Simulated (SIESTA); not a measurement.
The system is MgO.

```xyz
2
Lattice="0.0000 2.0970 2.0970 2.0970 0.0000 2.0970 2.0970 2.0970 0.0000" Properties=species:S:1:pos:R:3 pbc="T T T"
Mg    0.0000    0.0000    0.0000
O     2.0970    2.0970    2.0970
```

The cell is a database's computed one.

Program: SIESTA 5.4.2. Alike in all runs: task band structure; no spin polarisation; cell as given; k mesh 11 × 11 × 11; smearing fermi-dirac 0.05 eV; grid cutoff 800 Ry; energy shift 0.003 Ry.

**Question.** Order these runs on this cell by their pressure, lowest first.
A. level AM05; potentials or basis PseudoDojo 0.4 standard (PBEsol files), DZP (energy shift 0.003 Ry; two zetas on semicore shells)
B. level BLYP; potentials or basis PseudoDojo 0.4 standard (PBE files), DZP (energy shift 0.003 Ry; two zetas on semicore shells)
C. level vdW-DF-cx; potentials or basis PseudoDojo 0.4 standard (PBE files), DZP (energy shift 0.003 Ry; two zetas on semicore shells)

**Answer.** A (6.6 GPa), C (8.3 GPa), B (14.3 GPa).

Caveats: the potentials were made for another functional, which shifts forces and pressure; the basis of atomic orbitals isn't converged, which shifts pressures, moduli and gaps.
